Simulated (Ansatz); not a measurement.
# CaOs: the cost of one run

Method: DFT PBE, scalar-relativistic, plane waves, PAW, in Ansatz 0.2.0.

## 1. The starting structure

Symmetry: P6_3/mmc, No. 194, hexagonal system. Conventional cell: a = 3.956 Å, b = 3.956 Å, c = 5.651 Å, α = 90.00°, β = 90.00°, γ = 120.00°. Ca (site symmetry -3m) is surrounded by 6 Os at 2.69 Å and 2 Ca at 2.83 Å. Around Os (site symmetry -6m2) lie 6 Ca at 2.69 Å.

Structure file:

```
Ca Os
1.0
     3.95566    0.00000    0.00000
    -1.97783    3.42570    0.00000
     0.00000    0.00000    5.65094
Ca Os
2 2
Direct
  0.00000 0.00000 0.00000
  0.00000 0.00000 0.50000
  0.33333 0.66667 0.25000
  0.66667 0.33333 0.75000
```

This is candidate A: nickel arsenide type (P6_3/mmc, No. 194).

(A quick probe on a coarse mesh, which set the mesh and smearing, is not shown.)

## 3. A loose first relaxation (candidate A)

File input.yaml:

```yaml
crystal:
  lattice:
    - [3.9556572808, 0.0, 0.0]
    - [-1.9778286404, 3.4256996938, 0.0]
    - [0.0, 0.0, 5.6509394465]
  atoms:
    - { symbol: Ca, position: [0.0, 0.0, 0.0] }
    - { symbol: Ca, position: [0.0, 0.0, 0.5] }
    - { symbol: Os, position: [0.3333333333, 0.6666666667, 0.25] }
    - { symbol: Os, position: [0.6666666667, 0.3333333333, 0.75] }
basis:
  ecutwfc: 420
kpoints:
  mp_grid: { grid: [6, 6, 4] }
hamiltonian:
  xc: pbe
scf:
  occupations: { method: gaussian, width: 0.1 }
  lower_state_search: "off"
output:
  forces: true
  stress: true
  eigenvalues: true
relax:
  adjacent_minimum: "off"
  f_tol: 0.04
  max_steps: 70
  cell: { stress_tol: 0.4 }
```

On the command line:

```console
$ ansatz run input.yaml --threads 1 --pin off --max-ram 2560MiB --backend cpu --events-out ev --progress --plain --runs-dir out
```

**Question.** How long does this run take on 1 thread of Arm Neoverse V1, shared host, and how much memory does it need?

About 70 s, with a peak of 0.37 GiB.
